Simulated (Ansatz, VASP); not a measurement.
# One calculation of KF, two programs

```
CELL_PARAMETERS angstrom
0.00000 2.68512 2.68512
2.68512 0.00000 2.68512
2.68512 2.68512 0.00000
ATOMIC_POSITIONS crystal
K 0.00000 0.00000 0.00000
F 0.50000 0.50000 0.50000
```

Alike in both runs: task single point; functional r2SCAN; k mesh 8 × 8 × 8; occupations gaussian, width 0.02 eV; no spin polarisation.

```csv
,VASP,Ansatz
version,VASP 6.6.1,Ansatz 0.2.0
potentials or method,"VASP PAW PBE potentials, release 64 (K_sv, F)","scalar-relativistic, plane waves, PAW"
plane-wave cutoff (eV),520,500
valence electrons in the cell,16,16
```

|  | VASP | Ansatz | Ansatz less VASP |
| --- | --- | --- | --- |
| gap on the k mesh at the Fermi level (eV) | 6.75 | 6.75 | +0.001 |
| least direct gap on the mesh (eV) | 6.75 | 6.75 | +0.001 |
| pressure (GPa) | -1.0 | -1.0 | +0.05 |

Caveats: the PAW data sets were made with another functional, which shifts forces and pressure a little (VASP). A k mesh can miss the band edges. r2SCAN opens gaps a little over a GGA but as a rule still falls short of measured ones.
